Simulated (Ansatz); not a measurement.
**Mercury, simple cubic: HSE06 after PBE**

How do the levels change when part of the exchange is made exact, and what does it cost? Spin polarisation is left out. The geometry was relaxed under PBE beforehand and is kept. Exact exchange is dear, so the k-mesh is coarse, and PBE is run on the same mesh for comparison.

Computed with Ansatz 0.2.0 (DFT, plane waves (420 eV) with PBE-made PAW files, scalar-relativistic; functionals as named at each step, unless a step says otherwise).

## (1) The structure to begin with

It takes space group Pm-3m (No. 221, cubic). The conventional cell has a = 3.094 Å, b = 3.094 Å, c = 3.094 Å, α = 90.00°, β = 90.00°, γ = 90.00°. Hg (site symmetry m-3m) has 6 Hg at 3.09 Å as nearest neighbours.

Coordinates:

```cif
data_structure
_symmetry_space_group_name_H-M 'Pm-3m'
_symmetry_Int_Tables_number 221
_cell_length_a 3.0944
_cell_length_b 3.0944
_cell_length_c 3.0944
_cell_angle_alpha 90.000
_cell_angle_beta 90.000
_cell_angle_gamma 90.000
_cell_volume 29.63
loop_
_atom_site_label
_atom_site_type_symbol
_atom_site_symmetry_multiplicity
_atom_site_Wyckoff_symbol
_atom_site_fract_x
_atom_site_fract_y
_atom_site_fract_z
_atom_site_occupancy
Hg1 Hg 1 a 0.00000 0.00000 0.00000 1
```

## (2) PBE on the coarse mesh

The run with PBE.

The input, input.yaml:

```yaml
crystal:
  lattice:
    - [3.0943672644, 0.0, 0.0]
    - [0.0, 3.0943672644, 0.0]
    - [0.0, 0.0, 3.0943672644]
  atoms:
    - { symbol: Hg, position: [0.0, 0.0, 0.0] }
hamiltonian:
  xc: pbe
  pseudopotentials:
    kind: paw
    azcp:
      Hg: "pseudopotentials/Hg.paw.azcp"
basis:
  ecutwfc: 420
  fft_grid_basis: typed
kpoints:
  mp_grid: { grid: [5, 5, 5], shift: [0, 0, 0] }
magnetization:
  spin_polarized: false
scf:
  occupations: { method: fermi_dirac, width: 0.1 }
```

Run with:

```bash
$ ansatz run input.yaml --threads 4 --pin off --max-ram 8192MiB --backend cpu --events-out ev --progress --plain --runs-dir out
```

## (3) HSE06, coarse mesh

The run with HSE06.

input.yaml, as its differences from that of step 2:

```diff
@@ -8,3 +8,3 @@
 hamiltonian:
-  xc: pbe
+  xc: hse06
   pseudopotentials:
```

(Steps that only read results are left out.)

Before running it: what results should come out? Wanted: PBE: gap; HSE06: gap.

**Answer**, as computed:

```
                         quantity                         value
                         PBE: gap  none (levels filled in part)
                       HSE06: gap  none (levels filled in part)
HSE06: SCF cycles, exchange loops                         15, 2
 HSE06: CPU time over that of PBE                            15
```

Both PBE and HSE06 leave levels filled in part. HSE06 cost 15 times the CPU time of PBE. HSE06 needed 2 outer loops of the exchange operator. Absolute energies differ from functional to functional, by eV per atom at times, and say nothing by themselves.
